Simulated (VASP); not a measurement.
The system is ZrN.

```
CELL_PARAMETERS angstrom
0.00000 2.29427 2.29427
2.29427 0.00000 2.29427
2.29427 2.29427 0.00000
ATOMIC_POSITIONS crystal
Zr 0.50000 0.50000 0.50000
N 0.00000 0.00000 0.00000
```

The cell is a database's computed one.

| Property | Result |
| --- | --- |
| Program | VASP 6.6.1 |
| Task | relaxation of cell and atoms |
| Functional | LDA |
| Potentials or basis | VASP PAW LDA potentials, release 64 (Zr_sv, N) |
| Cutoff | 600 eV |
| k mesh | 16 × 16 × 16 |
| Occupations | gaussian, width 0.1 eV |
| Spin | no spin polarisation |

At the start: pressure -10.3 GPa; volume 12.08 Å³/atom.

Problem. Where does the relaxation end?

Solution. Over 4 steps the energy falls by 15.6 meV/atom and the volume is 11.61 Å³/atom (-3.9 %); space group Fm-3m (No. 225, to 0.05 Å).

The path:
| step | energy change (eV) | largest force (eV/Å) | pressure (GPa) | volume (Å³) |
| --- | --- | --- | --- | --- |
| 1 | 0.0000 | 0.0000 | -10.28 | 24.15 |
| 2 | 0.0899 | 0.0000 | 24.78 | 21.54 |
| 3 | -0.0311 | 0.0000 | -0.27 | 23.24 |
| 4 | -0.0311 | 0.0000 | -0.03 | 23.22 |

Final structure:
```cif
data_structure
_symmetry_space_group_name_H-M 'P 1'
_symmetry_Int_Tables_number 1
_cell_length_a 3.2022
_cell_length_b 3.2022
_cell_length_c 3.2022
_cell_angle_alpha 60.000
_cell_angle_beta 60.000
_cell_angle_gamma 60.000
_cell_volume 23.22
loop_
_atom_site_label
_atom_site_type_symbol
_atom_site_fract_x
_atom_site_fract_y
_atom_site_fract_z
_atom_site_occupancy
Zr1 Zr 0.50000 0.50000 0.50000 1
N1 N 0.00000 0.00000 0.00000 1
```
